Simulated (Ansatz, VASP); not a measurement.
## Two plane-wave programs on Pt

```
CELL_PARAMETERS angstrom
2.69719 0.00089 -0.00040
-1.34783 2.34750 -0.00378
-0.00070 -0.00802 4.80601
ATOMIC_POSITIONS crystal
Pt 0.65763 0.32443 0.72927
Pt 0.32541 0.71583 0.22989
```

This isn't the form of Pt at room conditions, which is fcc.

Alike in both runs: task single point; functional PBEsol; k mesh 7 × 7 × 4; no spin polarisation.

|  | VASP | Ansatz |
| --- | --- | --- |
| version | VASP 6.6.1 | Ansatz 0.2.0 |
| potentials or method | VASP PAW PBE potentials, release 64 (Pt) | plane waves, PAW |
| plane-wave cutoff (eV) | 520 | 420 |
| occupations | methfessel-paxton of order 1, width 0.1 eV | cold |
| valence electrons in the cell | 20 | 36 |

|  | VASP | Ansatz | Ansatz less VASP |
| --- | --- | --- | --- |
| pressure (GPa) | -0.7 | -0.3 | +0.39 |
| largest component of the traceless stress (GPa) | 1.17 | 1.23 | +0.066 |
| rms of the force components (eV/Å) | 0.053 | 0.054 | +0.0012 |

Atom by atom the forces differ by 0.006 eV/Å (rms over components). The two sets of potentials don't hold the same shells in valence.

Caveats: the k mesh is coarse (spacing up to 0.38 Å⁻¹), so the values aren't converged; the PAW data sets were made with another functional, which shifts forces and pressure a little (VASP). The runs have no spin-orbit coupling, so splittings on Pt are missing.
